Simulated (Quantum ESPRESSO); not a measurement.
**CoO: parallel and opposed starts**

Does CoO prefer parallel or opposed moments, or none?

Method: PBE with U = 3.5 eV on Co d (ortho-atomic projectors); plane waves with GBRV 1.5 PBE potentials, no spin-orbit coupling, in Quantum ESPRESSO 7.5.

### Step 1. Starting point

It takes space group I4/mmm (No. 139, tetragonal). The conventional cell has a = 3.016 Å, b = 3.016 Å, c = 4.214 Å, α = 90.00°, β = 90.00°, γ = 90.00°. Nearest to Co lie 6 O at 2.11 to 2.13 Å. Nearest to O lie 6 Co at 2.11 to 2.13 Å. Farther neighbours and most contacts between anions are not listed.

The cell comes from the Crystallography Open Database.

### Step 2. Run 1 (ferro +)

The signs are those of the starting moments on the seeded atoms, the atoms that are given a moment.

pw.in reads:

```
&CONTROL
  calculation = 'scf'
  prefix = 'pwscf'
  outdir = './tmp'
  pseudo_dir = './pseudo'
  disk_io = 'nowf'
/
&SYSTEM
  ibrav = 0
  celldm(1) = 8
  nat = 2
  ntyp = 2
  ecutwfc = 40
  ecutrho = 280
  nbnd = 20
  occupations = 'smearing'
  smearing = 'fd'
  degauss = 0.00367493
  nspin = 2
  starting_magnetization(1) = 0.1765
  starting_magnetization(2) = 0
/
&ELECTRONS
  conv_thr = 4d-09
  electron_maxstep = 150
  mixing_beta = 0.3
/
ATOMIC_SPECIES
Co     58.9332 co_pbe_v1.2.uspp.F.UPF
O      15.9990 o_pbe_v1.2.uspp.F.UPF
CELL_PARAMETERS alat
  -0.3562133744920    0.3562133744920    0.4977650903806
   0.3562133744920   -0.3562133744920    0.4977650903806
   0.3562133744920    0.3562133744920   -0.4977650903806
ATOMIC_POSITIONS crystal
Co      0.0000000000    0.0000000000    0.0000000000
O       0.5000000000    0.5000000000    0.0000000000
K_POINTS automatic
10 10 10 0 0 0
HUBBARD {ortho-atomic}
U Co-3d 3.5000
```

On the command line:

```console
$ OMP_NUM_THREADS=1 mpirun -n 4 pw.x -nk 4 -in pw.in > pw.out
```

Log:

```text
Program PWSCF v.7.5 starts

     Message from routine setup:
     using ibrav=0 with symmetry is DISCOURAGED, use correct ibrav instead

     K-points division:     npool     =       4
     Subspace diagonalization in iterative solution of the eigenvalue problem:

     G-vector sticks info
     --------------------
     sticks:   dense  smooth     PW     G-vecs:    dense   smooth      PW
     Sum         713     413    169                10193     4429    1163

     Using Slab Decomposition

     bravais-lattice index     =            0
     lattice parameter (alat)  =       8.0000  a.u.
     unit-cell volume          =     129.3525 (a.u.)^3
     number of atoms/cell      =            2
     number of atomic types    =            2
     number of electrons       =        23.00
     number of Kohn-Sham states=           20
     kinetic-energy cutoff     =      40.0000  Ry
     charge density cutoff     =     280.0000  Ry
     scf convergence threshold =      4.0E-09
     mixing beta               =       0.3000
     number of iterations used =            8  plain     mixing
     Exchange-correlation= SLA  PW   PBE  PBE
                           (   1   4   3   4   0   0   0)
     Hubbard projectors: ortho-atomic
     Hubbard parameters of DFT+U (Dudarev formulation) in eV:
     U(Co-3d) =  3.5000

     Internal variables: lda_plus_u =T, lda_plus_u_kind = 0

     Internal variables: orbital_resolved =F, hub_pot_fix =F, apply_U = F

     celldm(1)=   8.000000  celldm(2)=   0.000000  celldm(3)=   0.000000
     celldm(4)=   0.000000  celldm(5)=   0.000000  celldm(6)=   0.000000

     crystal axes: (cart. coord. in units of alat)
               a(1) = (  -0.356213   0.356213   0.497765 )
               a(2) = (   0.356213  -0.356213   0.497765 )
               a(3) = (   0.356213   0.356213  -0.497765 )

     reciprocal axes: (cart. coord. in units 2 pi/alat)
               b(1) = ( -0.000000  1.403653  1.004490 )
               b(2) = (  1.403653 -0.000000  1.004490 )
               b(3) = (  1.403653  1.403653  0.000000 )

     PseudoPot. # 1 for Co read from file:
     co_pbe_v1.2.uspp.F.UPF
     Pseudo is Ultrasoft + core correction, Zval = 17.0
     Generated by new atomic code, or converted to UPF format
     Using radial grid of  863 points,  6 beta functions with:
                l(1) =   0
                l(2) =   0
                l(3) =   1
                l(4) =   1
                l(5) =   2
                l(6) =   2
     Q(r) pseudized with  8 coefficients,  rinner =    1.200   1.200   1.200
                                                       1.200   1.200

     PseudoPot. # 2 for O  read from file:
     o_pbe_v1.2.uspp.F.UPF
     Pseudo is Ultrasoft + core correction, Zval =  6.0
     Generated by new atomic code, or converted to UPF format
     Using radial grid of  737 points,  5 beta functions with:
                l(1) =   0
                l(2) =   0
                l(3) =   1
                l(4) =   1
                l(5) =   2
     Q(r) pseudized with  8 coefficients,  rinner =    0.900   0.900   0.900
                                                       0.900   0.900

     atomic species   valence    mass     pseudopotential
     Co               17.00    58.93320     Co( 1.00)
     O                 6.00    15.99900     O ( 1.00)

     Starting magnetic structure
     atomic species   magnetization
     Co              0.176
     O               0.000

     16 Sym. Ops., with inversion, found

   Cartesian axes

     site n.     atom                  positions (alat units)
         1        Co     tau(   1) = (   0.0000000   0.0000000   0.0000000  )
         2        O      tau(   2) = (   0.0000000   0.0000000   0.4977651  )

     number of k points=   102  Fermi-Dirac smearing, width (Ry)=  0.0037

     Number of k-points >= 100: set verbosity='high' to print them.

     Dense  grid:    10193 G-vectors     FFT dimensions: (  32,  32,  32)

     Smooth grid:     4429 G-vectors     FFT dimensions: (  24,  24,  24)

     Check: negative core charge=   -0.000038
     Generating pointlists ...
     new r_m :   0.2053 (alat units)  1.6426 (a.u.) for type    1
     new r_m :   0.2053 (alat units)  1.6426 (a.u.) for type    2

     Initial potential from superposition of free atoms

     starting charge      22.0000, renormalised to      23.0000

     STARTING HUBBARD OCCUPATIONS:

     =================== HUBBARD OCCUPATIONS ===================
     ------------------------ ATOM    1 ------------------------
     Tr[ns(  1)] (up, down, total) =   5.00000  2.00000  7.00000
     Atomic magnetic moment for atom   1 =   3.00000
     [... lines left out ...]
     Number of occupied Hubbard levels =    7.0000

     Atomic wfc used for Hubbard projectors are orthogonalized

     Starting wfcs are   17 randomized atomic wfcs +    3 random wfcs

     Self-consistent Calculation

     iteration #  1     ecut=    40.00 Ry     beta= 0.30
     Davidson diagonalization with overlap
     ethr =  1.00E-02,  avg # of iterations =  5.0

     =================== HUBBARD OCCUPATIONS ===================
     ------------------------ ATOM    1 ------------------------
     Tr[ns(  1)] (up, down, total) =   4.65229  0.92814  5.58043
     Atomic magnetic moment for atom   1 =   3.72415
     [... lines left out ...]
     Number of occupied Hubbard levels =    5.5804

     total energy              =    -328.81394534 Ry
     estimated scf accuracy    <       6.00891138 Ry

     total magnetization       =     3.67 Bohr mag/cell
     absolute magnetization    =     3.75 Bohr mag/cell

     iteration #  2     ecut=    40.00 Ry     beta= 0.30
     Davidson diagonalization with overlap
     ethr =  1.00E-02,  avg # of iterations =  2.0

     total energy              =    -329.78463975 Ry
     estimated scf accuracy    <       4.88870341 Ry

     total magnetization       =     1.07 Bohr mag/cell
     absolute magnetization    =     1.10 Bohr mag/cell

     iteration #  3     ecut=    40.00 Ry     beta= 0.30
     Davidson diagonalization with overlap
     ethr =  1.00E-02,  avg # of iterations =  1.1

     total energy              =    -330.56250728 Ry
     estimated scf accuracy    <       0.20003961 Ry

     total magnetization       =     3.02 Bohr mag/cell
     absolute magnetization    =     3.04 Bohr mag/cell

     [... further iterations left out ...]

     iteration # 15     ecut=    40.00 Ry     beta= 0.30
     Davidson diagonalization with overlap
     ethr =  1.26E-07,  avg # of iterations =  1.0

     total energy              =    -330.59448900 Ry
     estimated scf accuracy    <       0.00000249 Ry

     total magnetization       =     2.98 Bohr mag/cell
     absolute magnetization    =     3.01 Bohr mag/cell

     iteration # 16     ecut=    40.00 Ry     beta= 0.30
     Davidson diagonalization with overlap
     ethr =  1.08E-08,  avg # of iterations =  1.0

     total energy              =    -330.59448922 Ry
     estimated scf accuracy    <       0.00000029 Ry

     total magnetization       =     2.98 Bohr mag/cell
     absolute magnetization    =     3.01 Bohr mag/cell

     iteration # 17     ecut=    40.00 Ry     beta= 0.30
     Davidson diagonalization with overlap
     ethr =  1.27E-09,  avg # of iterations =  1.0

     total energy              =    -330.59448926 Ry
     estimated scf accuracy    <          7.3E-09 Ry

     total magnetization       =     2.98 Bohr mag/cell
     absolute magnetization    =     3.01 Bohr mag/cell

     iteration # 18     ecut=    40.00 Ry     beta= 0.30
     Davidson diagonalization with overlap
     ethr =  3.15E-11,  avg # of iterations =  1.0

     Magnetic moment per site  (integrated on atomic sphere of radius R)
     atom   1 (R=0.205)  charge= 14.5503  magn=  2.5985
     atom   2 (R=0.205)  charge=  5.7436  magn=  0.2758

     End of self-consistent calculation

     =================== HUBBARD OCCUPATIONS ===================
     ------------------------ ATOM    1 ------------------------
     Tr[ns(  1)] (up, down, total) =   4.97397  2.31301  7.28699
     Atomic magnetic moment for atom   1 =   2.66096
     [... lines left out ...]
     Number of occupied Hubbard levels =    7.2870

     Number of k-points >= 100: set verbosity='high' to print the bands.

     the Fermi energy is    13.4025 ev

!    total energy              =    -330.59448927 Ry
     estimated scf accuracy    <          1.2E-09 Ry
     smearing contrib. (-TS)   =      -0.00262206 Ry
     internal energy E=F+TS    =    -330.59186721 Ry

     The total energy is F=E-TS. E is the sum of the following terms:
     one-electron contribution =    -181.75399592 Ry
     hartree contribution      =     104.39033243 Ry
     xc contribution           =     -40.05125769 Ry
     ewald contribution        =    -213.29243594 Ry
     Hubbard energy            =       0.11548992 Ry

     total magnetization       =     2.98 Bohr mag/cell
     absolute magnetization    =     3.01 Bohr mag/cell

     convergence has been achieved in  18 iterations

=------------------------------------------------------------------------------=
   JOB DONE.
=------------------------------------------------------------------------------=
```

The job ended after 14 s (4 MPI ranks of Intel Xeon Platinum 8488C (Sapphire Rapids), shared host; peak memory 0.33 GiB).

Spin moment in the atom's sphere by atom:

| atom | spin moment in the atom's sphere (μB) |
| --- | --- |
| Co1 | 2.60 |
| O2 | 0.28 |

This step gave:

- smearing term TS: 0.03567 eV
- magnetization: 2.985 μB
- absolute magnetization: 3.013 μB
- final state: ferromagnetic

Spin density in the ac plane of the conventional cell at fractional y = 0.000, with atoms of Co and O within 0.2 Å of it.

Ten even steps from '0' (-0.01 × 1e0 e/Å³) to '9' (9.18 × 1e0 e/Å³), each cell a mean:
```
73100000000014
31000000000002
10000000000000
00000000000000
00000000000000
00000000000000
00000000000000
00000000000000
00000000000000
00000000000000
00000000000000
00000000000000
00000000000000
00000000000000
00000000000000
00000000000000
21000000000001
63000000000013
95100000000026
```
Columns run along a (3.0 Å), rows up along c (4.2 Å), edges of the conventional cell, whose origin can differ from the input's. Atoms in or near the plane, at fractional coordinates: Co at (0.00, 0.00), O at (0.00, 0.50).

Valence density in the ac plane of the conventional cell at fractional y = 0.000, with atoms of Co and O within 0.2 Å of it. It is the smooth field of the valence electrons, not physical close to the nuclei.

Values in e/Å³, 19 rows by 14 columns, each cell a mean:
```
34 23  9  2  1  0  0  0  0  0  1  3 11 26
14 10  4  1  0  0  0  0  0  0  0  2  5 11
 3  2  1  1  0  0  0  0  0  0  0  1  1  3
 1  1  0  0  0  0  0  0  0  0  0  0  0  1
 0  0  0  0  0  0  0  0  0  0  0  0  0  0
 1  1  1  0  0  0  0  0  0  0  0  0  1  1
 2  2  1  1  0  0  0  0  0  0  0  1  1  2
 5  4  2  1  0  0  0  0  0  0  0  1  2  4
 7  6  3  1  1  0  0  0  0  0  1  2  4  6
 7  6  4  1  1  0  0  0  0  0  1  2  4  6
 6  5  3  1  0  0  0  0  0  0  1  1  3  5
 3  2  1  1  0  0  0  0  0  0  0  1  1  2
 1  1  1  0  0  0  0  0  0  0  0  0  1  1
 1  0  0  0  0  0  0  0  0  0  0  0  0  0
 1  0  0  0  0  0  0  0  0  0  0  0  0  1
 2  1  1  0  0  0  0  0  0  0  0  0  1  1
10  7  3  1  0  0  0  0  0  0  0  1  4  8
29 20  8  2  0  0  0  0  0  0  1  3 10 23
46 30 12  3  1  0  0  0  0  0  1  4 15 34
```
Columns run along a (3.0 Å), rows up along c (4.2 Å), edges of the conventional cell, whose origin can differ from the input's. Atoms in or near the plane, at fractional coordinates: Co at (0.00, 0.00), O at (0.00, 0.50).

(Part 1 of 3 ends here.)

[Logs and program files are shortened in this print: banners, set-up blocks, solver, clock and traceback lines can be left out without a mark of their own.]

[Logs are printed without paths, hosts, clocks, repeated set-up lines and the standing remarks that a program may print on its own settings, such as how far it seeks lower states.]

[Hosts, paths, dates, database ids (printed as entryN), source tags and the programs' standing remarks are cut or masked in the printed files.]

[Where a cell is said to come from a database of computed structures, the database is the Materials Project.]
